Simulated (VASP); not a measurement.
# Sb (P6_3/mmc) in VASP: a series of runs

One crystal, Sb, is run at these levels: r2SCAN, LDA; tasks: phonons, equation of state.

All numbers are computed with VASP 6.6.1; they aren't measurements. Logs are shortened: lines on timing, memory, paths and dates and some standing lists are left out, and cuts for length are marked.

## Step 1: The structure

The structure is hexagonal, space group P6_3/mmc (No. 194). The conventional cell has a = 3.355 Å, b = 3.355 Å, c = 5.470 Å, α = 90.00°, β = 90.00°, γ = 120.00°. Around Sb (site symmetry -6m2) lie 12 Sb at 3.35 Å.

This isn't the form of Sb at room conditions, which is rhombohedral.

## Step 2: Phonons, r2SCAN

File POSCAR:

```
Sb
1.0
    3.3545324186      0.0000000000      0.0000000000
   -1.6772662093      2.9051102923      0.0000000000
    0.0000000000      0.0000000000      5.4701606500
Sb
2
Direct
    0.6666666667      0.3333333333      0.7500000000
    0.3333333333      0.6666666667      0.2500000000
```

File INCAR.step1:

```
SYSTEM = Sb
PREC = Accurate
ENCUT = 600
EDIFF = 1E-8
ISMEAR = 0
SIGMA = 0.05
LREAL = .False.
LASPH = .True.
NELM = 60
ALGO = Normal
ISIF = 3
LWAVE = .False.
LCHARG = .False.
METAGGA = R2SCAN
LMIXTAU = .True.
IBRION = 2
NSW = 40
EDIFFG = -0.002
```

File INCAR.step2:

```
SYSTEM = Sb
PREC = Accurate
ENCUT = 600
EDIFF = 1E-8
ISMEAR = 0
SIGMA = 0.05
LREAL = .False.
LASPH = .True.
NELM = 60
ALGO = Normal
ISIF = 2
LWAVE = .False.
LCHARG = .False.
METAGGA = R2SCAN
LMIXTAU = .True.
IBRION = 6
NFREE = 2
POTIM = 0.015
NSW = 1
```

File KPOINTS:

```
Automatic mesh
0
Gamma
  7 7 4
  0 0 0
```

Potentials or basis: VASP PAW PBE potentials, release 64 (Sb).

Launch:

```sh
> cat potpaw_PBE.64/Sb/POTCAR > POTCAR
> cp INCAR.step1 INCAR
> mpirun -np 1 vasp_std > vasp.out
> cp CONTCAR POSCAR
> cp INCAR.step2 INCAR
> mpirun -np 1 vasp_std > vasp.out
```

OUTCAR:

```text
SYSTEM = Sb
   PREC = Accurate
   ENCUT = 600
   EDIFF = 1E-8
   ISMEAR = 0
   LREAL = .False.
   LASPH = .True.
   NELM = 60
   ISIF = 2
   METAGGA = R2SCAN
   IBRION = 6
   NFREE = 2
   POTIM = 0.015
   NSW = 1

 ion  position               nearest neighbor table
   1  0.667  0.333  0.750-   2 3.35   2 3.35   2 3.35   2 3.35   2 3.35   2 3.35
   2  0.333  0.667  0.250-   1 3.35   1 3.35   1 3.35   1 3.35   1 3.35   1 3.35

  LATTYP: Found a hexagonal cell.
 ALAT       =     3.3890114970
 C/A-ratio  =     1.6064672484

  Lattice vectors:

 A1 = (   3.3890114970,   0.0000000000,   0.0000000000)
 A2 = (  -1.6945057485,   2.9349700501,   0.0000000000)
 A3 = (  -0.0000000000,   0.0000000000,   5.4443359745)

Analysis of symmetry for initial positions (statically):
=====================================================================
 Subroutine PRICEL returns:
 Original cell was already a primitive cell.

 Routine SETGRP: Setting up the symmetry group for a
 hexagonal supercell.

 Subroutine GETGRP returns: Found 24 space group operations
 (whereof 12 operations were pure point group operations)
 out of a pool of 24 trial point group operations.

The static configuration has the point symmetry D_3d.
 The point group associated with its full space group is D_6h.

Analysis of symmetry for dynamics (positions and initial velocities):
=====================================================================
 Subroutine PRICEL returns:
 Original cell was already a primitive cell.

 Routine SETGRP: Setting up the symmetry group for a
 hexagonal supercell.

 Subroutine GETGRP returns: Found 24 space group operations
 (whereof 12 operations were pure point group operations)
 out of a pool of 24 trial point group operations.

The dynamic configuration has the point symmetry D_3d.
 The point group associated with its full space group is D_6h.

 Subroutine INISYM returns: Found 24 space group operations
 (whereof 12 operations are pure point group operations),
 and found     1 'primitive' translations

----------------------------------------------------------------------------------------

                                     Primitive cell

  volume of cell :      54.1529

  direct lattice vectors                    reciprocal lattice vectors
     3.389011497  0.000000000  0.000000000     0.295071292  0.170359490  0.000000000
    -1.694505749  2.934970050  0.000000000     0.000000000  0.340718979  0.000000000
    -0.000000000  0.000000000  5.444335974     0.000000000  0.000000000  0.183677129

  length of vectors
     3.389011497  3.389011497  5.444335974     0.340718979  0.340718979  0.183677129

  position of ions in fractional coordinates (direct lattice)
     0.666666667  0.333333333  0.750000000
     0.333333333  0.666666667  0.250000000

  ion indices of the primitive-cell ions
   primitive index   ion index
                 1           1
                 2           2

----------------------------------------------------------------------------------------

 KPOINTS: Automatic mesh

Automatic generation of k-mesh.
 Grid dimensions read from file:
 generate k-points for:    7    7    4

 Generating k-lattice:

  Cartesian coordinates                     Fractional coordinates (reciprocal lattice)
     0.042153042  0.024337070  0.000000000     0.142857143  0.000000000  0.000000000
     0.000000000  0.048674140  0.000000000     0.000000000  0.142857143  0.000000000
     0.000000000  0.000000000  0.045919282     0.000000000  0.000000000  0.250000000

  Length of vectors
     0.048674140  0.048674140  0.045919282

  Shift w.r.t. Gamma in fractional coordinates (k-lattice)
     0.000000000  0.000000000  0.000000000

 Subroutine IBZKPT returns following result:
 ===========================================

 Found     24 irreducible k-points:

 Following reciprocal coordinates:
            Coordinates               Weight
  0.000000  0.000000  0.000000      1.000000
  0.142857  0.000000  0.000000      6.000000
  0.285714  0.000000  0.000000      6.000000
  0.428571  0.000000  0.000000      6.000000
  0.142857  0.142857  0.000000      6.000000
  0.285714  0.142857  0.000000     12.000000
[... 16 lines left out ...]
  0.428571  0.142857  0.500000      6.000000
  0.285714  0.285714  0.500000      6.000000
   k-points           NKPTS =     24   k-points in BZ     NKDIM =     24   number of bands    NBANDS=      9
   number of dos      NEDOS =    301   number of ions     NIONS =      2
   total plane-waves  NPLWV =  37632
   dimension x,y,z NGX =    28 NGY =   28 NGZ =   48
   dimension x,y,z NGXF=    56 NGYF=   56 NGZF=   96
   ions per type =               2
   NGX,Y,Z   is equivalent  to a cutoff of  13.74, 13.74, 14.66 a.u.
   NGXF,Y,Z  is equivalent  to a cutoff of  27.47, 27.47, 29.31 a.u.
 SYSTEM =  Sb
   PREC   = accura    normal or accurate (medium, high low for compatibility)
   ISTART =      0    job   : 0-new  1-cont  2-samecut
[... 65 lines left out ...]
  -------------------------------------------------------------------------------------
  Total        0.0031580      0.0031580      0.0034110      0.0000000      0.0000000      0.0000000
  in kB        0.0934341      0.0934341      0.1009176      0.0000000      0.0000000      0.0000000
  external PRESSURE =       0.0959286 kB  Pullay stress =       0.0000000 kB
[... 129 lines left out ...]
  energy  without entropy=      -50.5490255747  energy(sigma->0) =      -50.55062775

--------------------------------------- Ionic step        5  -------------------------------------------

 number of electron      10.0000000 magnetization

 Free energy of the ion-electron system (eV)
  ---------------------------------------------------
  ext. energy  EPLUGINS =         0.00000000
  ---------------------------------------------------
  free energy    TOTEN  =       -50.55222995 eV

  energy without entropy =      -50.54902560  energy(sigma->0) =      -50.55062778

 E-fermi :   8.2620     XC(G=0): -10.7989

 val. band max:        8.1217346984   @ k =   0.1429   0.1429   0.0000
 cond. band min:       8.2786230137   @ k =   0.1429   0.1429   0.2500
 fundamental gap:      0.1568883154
 Fermi energy:         8.2619880410

 k-point     1 :       0.0000    0.0000    0.0000
  band No.  band energies     occupation
      1      -5.1417      2.00000
      2      -0.9813      2.00000
      3       2.3037      2.00000
      4      11.9167      0.00000
      5      11.9167      0.00000
      6      13.7233      0.00000
      7      13.7233      0.00000
      8      14.3115      0.00000
      9      16.4397      0.00000
[... 265 lines left out ...]
 k-point    24 :       0.2857    0.2857    0.5000
  band No.  band energies     occupation
      1      -0.1402      2.00000
      2      -0.0928      2.00000
      3       3.8779      2.00000
      4       3.9136      2.00000
      5       5.6116      2.00000
      6       5.6766      2.00000
      7      11.4210      0.00000
      8      11.4508      0.00000
      9      16.3401      0.00000

 [... further k-points ...]
[... 5 lines left out ...]
  --------------------------------------------------------------------------------------
  -------------------------------------------------------------------------------------
  Total        0.0055111      0.0055111      0.0066198      0.0000000      0.0000000      0.0000000
  in kB        0.1630538      0.1630538      0.1958550      0.0000000      0.0000000      0.0000000
  external PRESSURE =       0.1739875 kB  Pullay stress =       0.0000000 kB
[... 17 lines left out ...]
  FREE ENERGIE OF THE ION-ELECTRON SYSTEM (eV)
  ---------------------------------------------------
  free  energy   TOTEN  =       -50.5522299539 eV

  energy  without entropy=      -50.5490255964  energy(sigma->0) =      -50.55062778

 INTERNAL STRAIN TENSORS FROM DISPLACED ATOMS
 ============================================

 INTERNAL STRAIN TENSOR FOR ION    1 for displacements in x,y,z  (eV/Angst):
          X           Y           Z          XY          YZ          ZX
  --------------------------------------------------------------------------------
  x     0.00000     0.00000     0.00000     0.55818    -0.00000     0.00000
  y     0.55818    -0.55818     0.00000     0.00000     0.00000     0.00000
  z    -0.00000     0.00000     0.00000     0.00000    -0.00000     0.00000

 INTERNAL STRAIN TENSOR FOR ION    2 for displacements in x,y,z  (eV/Angst):
          X           Y           Z          XY          YZ          ZX
  --------------------------------------------------------------------------------
  x    -0.00000     0.00000     0.00000    -0.55818     0.00000     0.00000
  y    -0.55818     0.55818    -0.00000    -0.00000    -0.00000    -0.00000
  z     0.00000    -0.00000    -0.00000    -0.00000     0.00000    -0.00000

 Eigenvectors and eigenvalues of the dynamical matrix
 ----------------------------------------------------

   1 f  =    2.310534 THz    14.517512 2PiTHz   77.071114 cm-1     9.555596 meV
             X         Y         Z           dx          dy          dz
      1.694506  0.978323  4.083252    -0.000000    0.000000    0.707107
     -0.000000  1.956647  1.361084     0.000000    0.000000   -0.707107

   2 f  =    0.000000 THz     0.000000 2PiTHz    0.000002 cm-1     0.000000 meV
             X         Y         Z           dx          dy          dz
      1.694506  0.978323  4.083252    -0.059282    0.253081    0.657598
     -0.000000  1.956647  1.361084    -0.059282    0.253081    0.657598
[... 11 lines left out ...]
   5 f/i=    3.269465 THz    20.542655 2PiTHz  109.057618 cm-1    13.521415 meV
             X         Y         Z           dx          dy          dz
      1.694506  0.978323  4.083252    -0.000010   -0.707107    0.000000
     -0.000000  1.956647  1.361084     0.000010    0.707107    0.000000

   6 f/i=    3.269465 THz    20.542655 2PiTHz  109.057618 cm-1    13.521415 meV
             X         Y         Z           dx          dy          dz
      1.694506  0.978323  4.083252     0.707107   -0.000010   -0.000000
     -0.000000  1.956647  1.361084    -0.707107    0.000010    0.000000

 ELASTIC MODULI CONTR FROM IONIC RELAXATION (kBar)
 Direction    XX          YY          ZZ          XY          YZ          ZX
 --------------------------------------------------------------------------------
 XX          -0.0000      0.0000      0.0000     -0.0000     -0.0000      0.0000
 YY           0.0000     -0.0000     -0.0000      0.0000      0.0000     -0.0000
 ZZ           0.0000     -0.0000     -0.0000      0.0000      0.0000     -0.0000
 XY          -0.0000      0.0000      0.0000     -0.0000     -0.0000      0.0000
 YZ          -0.0000      0.0000      0.0000     -0.0000     -0.0000      0.0000
 ZX           0.0000     -0.0000     -0.0000      0.0000      0.0000     -0.0000
 --------------------------------------------------------------------------------
```

Wall time 7 min (1 thread of Intel Xeon 6975P-C (Granite Rapids), shared host); peak memory 0.25 GiB.

What came out:

- Relaxed volume: 27.08 Å³/atom
- Relaxed cell: a = 3.389 Å, b = 3.389 Å, c = 5.444 Å, α = 90.00°, β = 90.00°, γ = 120.00°
- Space group after relaxing (to 0.05 Å): P6_3/mmc (No. 194)
- Highest phonon frequency at Γ: 77 cm⁻¹
- Most unstable mode: 109i cm⁻¹

Step by step:
| step | energy change (eV) | largest force (eV/Å) | pressure (GPa) | volume (Å³) |
| --- | --- | --- | --- | --- |
| 1 | 0.0000 | 0.0000 | 1.01 | 53.31 |
| 2 | -0.0026 | 0.0000 | -0.53 | 54.61 |
| 3 | -0.0032 | 0.0000 | -0.07 | 54.19 |
| 4 | -0.0034 | 0.0000 | 0.00 | 54.14 |
| 5 | -0.0035 | 0.0000 | 0.06 | 54.09 |
| 6 | -0.0035 | 0.0000 | 0.07 | 54.08 |
| 7 | -0.0035 | 0.0000 | -0.03 | 54.17 |
| 8 | -0.0035 | 0.0000 | -0.01 | 54.16 |
| 9 | -0.0035 | 0.0000 | -0.02 | 54.16 |
| 10 | -0.0035 | 0.0000 | -0.01 | 54.16 |
| 11 | -0.0035 | 0.0000 | 0.00 | 54.16 |
| 12 | -0.0035 | 0.0000 | 0.01 | 54.15 |

Final structure:
```yaml
crystal:
  lattice:
    - [3.38901, 0.00000, 0.00000]
    - [-1.69451, 2.93497, 0.00000]
    - [0.00000, 0.00000, 5.44434]
  atoms:
    - { symbol: Sb, position: [0.66667, 0.33333, 0.75000] }
    - { symbol: Sb, position: [0.33333, 0.66667, 0.25000] }
```

Phonon frequencies in cm⁻¹ (negative: imaginary):
| q point | frequencies |
| --- | --- |
| (0.000, 0.000, 0.000) | -109 -109 0 0 0 77 |

Caveat: some modes are imaginary; the PAW data sets were made with another functional, which shifts forces and pressure a little.

## Step 3: Equation of state, LDA, 24.72 Å³/atom (a relaxed cell with its volume scaled by 0.96)

File INCAR:

```
PREC = Accurate
ENCUT = 520
EDIFF = 1E-6
ISMEAR = -1
SIGMA = 0.05
LREAL = False
LASPH = True
NELM = 60
ALGO = Fast
ISIF = 2
LWAVE = False
LCHARG = False
GGA = CA
```

File KPOINTS:

```
Automatic mesh
0
Gamma
  8 8 4
```

File POSCAR:

```
Sb                                      
1.0
    3.2417196344     -0.0000000000      0.0000000000
   -1.6208598172      2.8074115553     -0.0000000000
    0.0000000000      0.0000000000      5.4324632654
  Sb            
     2
Direct
     0.6666666667000030    0.3333333332999970    0.7500000000000000
     0.3333333332999970    0.6666666667000030    0.2500000000000000
```

Potentials or basis: VASP PAW LDA potentials, release 64 (Sb).

Launch:

```sh
> cat potpaw_LDA.64/Sb/POTCAR > POTCAR
> mpirun -np 1 vasp_std > vasp.out
```

It took 4.2 s on 1 thread of Intel Xeon Platinum 8488C (Sapphire Rapids), shared host; peak memory 0.14 GiB.

It converged, with:

```yaml
Free_energy: -9.1130 eV
Pressure: 3.3 GPa
Band_gap_on_the_k_mesh: none (metal or under the smearing width)
```

## Step 4: Equation of state, LDA, 25.23 Å³/atom (a relaxed cell with its volume scaled by 0.98)

INCAR is that of step 3.

KPOINTS is that of step 3.

File POSCAR:

```
Sb                                      
1.0
    3.2640770281     -0.0000000000      0.0000000000
   -1.6320385140      2.8267736262     -0.0000000000
    0.0000000000      0.0000000000      5.4699297133
  Sb            
     2
Direct
     0.6666666667000030    0.3333333332999970    0.7500000000000000
     0.3333333332999970    0.6666666667000030    0.2500000000000000
```

Launch:

```sh
> cat potpaw_LDA.64/Sb/POTCAR > POTCAR
> mpirun -np 1 vasp_std > vasp.out
```

It took 4.4 s on 1 thread of Intel Xeon Platinum 8488C (Sapphire Rapids), shared host; peak memory 0.14 GiB.

The run converged. Its results:

```
Free energy            : -9.1286 eV
Pressure               : 1.5 GPa
Band gap on the k mesh : none (metal or under the smearing width)
```

## Step 5: Equation of state, LDA, 25.75 Å³/atom

INCAR is that of step 4.

KPOINTS is that of step 4.

File POSCAR:

```
Sb                                      
1.0
    3.2861322716     -0.0000000000      0.0000000000
   -1.6430661358      2.8458740274     -0.0000000000
    0.0000000000      0.0000000000      5.5068898190
  Sb            
     2
Direct
     0.6666666667000030    0.3333333332999970    0.7500000000000000
     0.3333333332999970    0.6666666667000030    0.2500000000000000
```

Launch:

```sh
> cat potpaw_LDA.64/Sb/POTCAR > POTCAR
> mpirun -np 1 vasp_std > vasp.out
```

Wall time 4.6 s (1 thread of Intel Xeon Platinum 8488C (Sapphire Rapids), shared host); peak memory 0.14 GiB.

The run converged. Its results:

```yaml
Free_energy: -9.1335 eV
Pressure: 0.0 GPa
Band_gap_on_the_k_mesh: none (metal or under the smearing width)
```

## Step 6: Equation of state, LDA, 26.26 Å³/atom (a relaxed cell with its volume scaled by 1.02)

INCAR is that of step 5.

KPOINTS is that of step 5.

File POSCAR:

```
Sb                                      
1.0
    3.3078953712     -0.0000000000      0.0000000000
   -1.6539476856      2.8647214245     -0.0000000000
    0.0000000000      0.0000000000      5.5433603508
  Sb            
     2
Direct
     0.6666666667000030    0.3333333332999970    0.7500000000000000
     0.3333333332999970    0.6666666667000030    0.2500000000000000
```

Potentials or basis: VASP PAW LDA potentials, release 64 (Sb).

Launch:

```sh
> cat potpaw_LDA.64/Sb/POTCAR > POTCAR
> mpirun -np 1 vasp_std > vasp.out
```

Run time: 8 s. Hardware: 1 thread of Intel Xeon Platinum 8488C (Sapphire Rapids), shared host; peak memory 0.15 GiB.

The run converged. Its results:

- Free energy: -9.1290 eV
- Pressure: -1.4 GPa
- Band gap on the k mesh: none (metal or under the smearing width)

## Step 7: Equation of state, LDA, 26.78 Å³/atom (a relaxed cell with its volume scaled by 1.04)

INCAR is that of step 6.

KPOINTS is that of step 6.

File POSCAR:

```
Sb                                      
1.0
    3.3293758132     -0.0000000000      0.0000000000
   -1.6646879066      2.8833240329     -0.0000000000
    0.0000000000      0.0000000000      5.5793572059
  Sb            
     2
Direct
     0.6666666667000030    0.3333333332999970    0.7500000000000000
     0.3333333332999970    0.6666666667000030    0.2500000000000000
```

Launch:

```sh
> cat potpaw_LDA.64/Sb/POTCAR > POTCAR
> mpirun -np 1 vasp_std > vasp.out
```

Wall time 7.1 s (1 thread of Intel Xeon Platinum 8488C (Sapphire Rapids), shared host); peak memory 0.15 GiB.

It converged, with:

```
Free energy            : -9.1161 eV
Pressure               : -2.7 GPa
Band gap on the k mesh : none (metal or under the smearing width)
```

## Step 8: Equation of state, LDA

This run uses another cell than the first one, of 25.75 Å³/atom, 0.966 times its volume.

No new run: the results of the series are fitted here.

Results:

- Equilibrium volume: 25.75 Å³/atom
- Bulk modulus at fixed shape and positions: 73 GPa
- Pressure derivative of the bulk modulus: 4.6 (rough: it moves with the points fitted)

Energy against volume, from the lowest point:
```
volume (Å³/atom)  energy (meV/atom)
          24.720              10.24
          25.235               2.48
          25.750               0.00
          26.265               2.25
          26.780               8.73
```

Caveat: the cell was scaled at fixed shape and fractional positions, which overstates the stiffness of a crystal with free parameters, most of all of layers and chains.
